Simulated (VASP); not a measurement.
# Rh: generalised stacking fault

Rh, Fm-3m (no. 225), 9 atoms in the cell. PBE, constrained relaxations along a path; PAW potentials Rh_pv (PBE set).

Path: generalised stacking fault, a/6<112> on {111}; Layers in the cell: 9.

## Input

INCAR:
```
PREC = Normal
ENCUT = 300
EDIFF = 1E-6
ISMEAR = 1
SIGMA = 0.2
LREAL = F
LASPH = T
NELM = 100
ALGO = Normal
LWAVE = F
LCHARG = F
IBRION = 2
NSW = 100
ISIF = 2
EDIFFG = -0.02
POTIM = 0.5
ISYM = 2
KPAR = 8
```

KPOINTS:
```
k-points
0
Gamma
  19 19 3
```

POSCAR.step1:
```
Rh
1.0
    2.6839652093      0.0000000000      0.0000000000
    1.3419826047      2.3243820542      0.0000000000
    0.0000000000      0.0000000000     19.7230357509
Rh
9
Selective dynamics
Direct
    0.3333333333      0.3333333333      0.0000000000  F F T
   -0.3333333333      0.6666666667      0.1111111111  F F T
    0.0000000000      0.0000000000      0.2222222222  F F T
    0.3333333333      0.3333333333      0.3333333333  F F T
   -0.3333333333      0.6666666667      0.4444444444  F F T
    0.0000000000      0.0000000000      0.5555555556  F F T
    0.3333333333      0.3333333333      0.6666666667  F F T
   -0.3333333333      0.6666666667      0.7777777778  F F T
    0.0000000000      0.0000000000      0.8888888889  F F T
```

POSCAR.step2:
```
Rh
1.0
    2.6839652093      0.0000000000      0.0000000000
    1.3419826047      2.3243820542      0.0000000000
    0.2683965209      0.1549588036     19.7230357509
Rh
9
Selective dynamics
Direct
    0.3333333333      0.3333333333      0.0000000000  F F T
   -0.3407407407      0.6592592593      0.1111111111  F F T
   -0.0148148148     -0.0148148148      0.2222222222  F F T
    0.3111111111      0.3111111111      0.3333333333  F F T
   -0.3629629630      0.6370370370      0.4444444444  F F T
   -0.0370370370     -0.0370370370      0.5555555556  F F T
    0.2888888889      0.2888888889      0.6666666667  F F T
   -0.3851851852      0.6148148148      0.7777777778  F F T
   -0.0592592593     -0.0592592593      0.8888888889  F F T
```

POSCAR.step3:
```
Rh
1.0
    2.6839652093      0.0000000000      0.0000000000
    1.3419826047      2.3243820542      0.0000000000
    0.5367930419      0.3099176072     19.7230357509
Rh
9
Selective dynamics
Direct
    0.3333333333      0.3333333333      0.0000000000  F F T
   -0.3481481481      0.6518518519      0.1111111111  F F T
   -0.0296296296     -0.0296296296      0.2222222222  F F T
    0.2888888889      0.2888888889      0.3333333333  F F T
   -0.3925925926      0.6074074074      0.4444444444  F F T
   -0.0740740741     -0.0740740741      0.5555555556  F F T
    0.2444444444      0.2444444444      0.6666666667  F F T
   -0.4370370370      0.5629629630      0.7777777778  F F T
   -0.1185185185     -0.1185185185      0.8888888889  F F T
```

POSCAR.step4:
```
Rh
1.0
    2.6839652093      0.0000000000      0.0000000000
    1.3419826047      2.3243820542      0.0000000000
    0.6709913023      0.3873970090     19.7230357509
Rh
9
Selective dynamics
Direct
    0.3333333333      0.3333333333      0.0000000000  F F T
   -0.3518518519      0.6481481481      0.1111111111  F F T
   -0.0370370370     -0.0370370370      0.2222222222  F F T
    0.2777777778      0.2777777778      0.3333333333  F F T
   -0.4074074074      0.5925925926      0.4444444444  F F T
   -0.0925925926     -0.0925925926      0.5555555556  F F T
    0.2222222222      0.2222222222      0.6666666667  F F T
   -0.4629629630      0.5370370370      0.7777777778  F F T
   -0.1481481481     -0.1481481481      0.8888888889  F F T
```

POSCAR.step5:
```
Rh
1.0
    2.6839652093      0.0000000000      0.0000000000
    1.3419826047      2.3243820542      0.0000000000
    0.8051895628      0.4648764108     19.7230357509
Rh
9
Selective dynamics
Direct
    0.3333333333      0.3333333333      0.0000000000  F F T
   -0.3555555556      0.6444444444      0.1111111111  F F T
   -0.0444444444     -0.0444444444      0.2222222222  F F T
    0.2666666667      0.2666666667      0.3333333333  F F T
   -0.4222222222      0.5777777778      0.4444444444  F F T
   -0.1111111111     -0.1111111111      0.5555555556  F F T
    0.2000000000      0.2000000000      0.6666666667  F F T
   -0.4888888889      0.5111111111      0.7777777778  F F T
   -0.1777777778     -0.1777777778      0.8888888889  F F T
```

POSCAR.step6:
```
Rh
1.0
    2.6839652093      0.0000000000      0.0000000000
    1.3419826047      2.3243820542      0.0000000000
    1.0735860837      0.6198352144     19.7230357509
Rh
9
Selective dynamics
Direct
    0.3333333333      0.3333333333      0.0000000000  F F T
   -0.3629629630      0.6370370370      0.1111111111  F F T
   -0.0592592593     -0.0592592593      0.2222222222  F F T
    0.2444444444      0.2444444444      0.3333333333  F F T
   -0.4518518519      0.5481481481      0.4444444444  F F T
   -0.1481481481     -0.1481481481      0.5555555556  F F T
    0.1555555556      0.1555555556      0.6666666667  F F T
   -0.5407407407      0.4592592593      0.7777777778  F F T
   -0.2370370370     -0.2370370370      0.8888888889  F F T
```

POSCAR.step7:
```
Rh
1.0
    2.6839652093      0.0000000000      0.0000000000
    1.3419826047      2.3243820542      0.0000000000
    1.3419826047      0.7747940181     19.7230357509
Rh
9
Selective dynamics
Direct
    0.3333333333      0.3333333333      0.0000000000  F F T
   -0.3703703704      0.6296296296      0.1111111111  F F T
   -0.0740740741     -0.0740740741      0.2222222222  F F T
    0.2222222222      0.2222222222      0.3333333333  F F T
   -0.4814814815      0.5185185185      0.4444444444  F F T
   -0.1851851852     -0.1851851852      0.5555555556  F F T
    0.1111111111      0.1111111111      0.6666666667  F F T
   -0.5925925926      0.4074074074      0.7777777778  F F T
   -0.2962962963     -0.2962962963      0.8888888889  F F T
```

Commands (each step's output is kept before the next begins):
```
cat potpaw_PBE.64/Rh_pv/POTCAR > POTCAR
# POSCAR: c tilted by 0 of a/6<112> on {111}
cp POSCAR.step1 POSCAR
mpirun -np 8 vasp_std > vasp.out
# POSCAR: c tilted by 0.2 of a/6<112> on {111}
cp POSCAR.step2 POSCAR
mpirun -np 8 vasp_std > vasp.out
# POSCAR: c tilted by 0.4 of a/6<112> on {111}
cp POSCAR.step3 POSCAR
mpirun -np 8 vasp_std > vasp.out
# POSCAR: c tilted by 0.5 of a/6<112> on {111}
cp POSCAR.step4 POSCAR
mpirun -np 8 vasp_std > vasp.out
# POSCAR: c tilted by 0.6 of a/6<112> on {111}
cp POSCAR.step5 POSCAR
mpirun -np 8 vasp_std > vasp.out
# POSCAR: c tilted by 0.8 of a/6<112> on {111}
cp POSCAR.step6 POSCAR
mpirun -np 8 vasp_std > vasp.out
# POSCAR: c tilted by 1 of a/6<112> on {111}
cp POSCAR.step7 POSCAR
mpirun -np 8 vasp_std > vasp.out
```

## Result

- Unstable fault energy (mJ/m²): 516
- Energy at the end of the slip (mJ/m²): 229
- Ionic steps, all stages: 46
- Electronic steps, all stages: 501

Energy along the slip:

| Share of the slip | Fault energy (mJ/m²) |
|---|---|
| 0 | 0 |
| 0.2 | 191 |
| 0.4 | 450 |
| 0.5 | 509 |
| 0.6 | 509 |
| 0.8 | 363 |
| 1 | 229 |

Limits: the faults repeat once a cell, and the in-plane lattice is that of the given cell.

VASP 6.6.1 took 3489 s on 8 cores (Intel Xeon Platinum 8488C (Sapphire Rapids)), a shared host.
